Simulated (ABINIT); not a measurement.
Crystal: SiC.

```
CELL_PARAMETERS angstrom
3.07569 0.00000 0.00000
-1.53785 2.66363 0.00000
0.00000 0.00000 10.07065
ATOMIC_POSITIONS crystal
Si 0.00000 0.00000 0.18789
Si 0.00000 0.00000 0.68789
Si 0.33333 0.66667 0.43784
Si 0.66667 0.33333 0.93784
C 0.00000 0.00000 0.00046
C 0.00000 0.00000 0.50046
C 0.33333 0.66667 0.24980
C 0.66667 0.33333 0.74980
```

The cell is a database's computed one.

Base run:

| Quantity | Value |
| --- | --- |
| Program | ABINIT 10.8.3 (patched build) |
| Functional | HCTH407 |
| Potentials or basis | JTH PAW PBE v2.0 |
| Cutoff | 544 eV |
| k mesh | 10 × 10 × 3 |
| Occupations | fermi-dirac, width 0.05 eV |
| Spin | no spin polarisation |

Its results: band gap on the k mesh 2.56 eV, indirect (least direct gap 3.71 eV); pressure 0.5 GPa.

After a change of settings the same cell gave: band gap on the k mesh 2.15 eV, indirect (least direct gap 3.29 eV); pressure 0.0 GPa. Which change was it?
A. functional from HCTH407 to WC
B. functional from HCTH407 to LDA-PZ; potentials or basis from JTH PAW PBE v2.0 to JTH PAW LDA v2.0
C. functional from HCTH407 to PBE; k mesh from 10 × 10 × 3 to 8 × 8 × 2
D. functional from HCTH407 to PBE; k mesh from 10 × 10 × 3 to 6 × 6 × 2

A.

Caveats: the PAW data sets were made with another functional, which shifts forces and pressure a little.
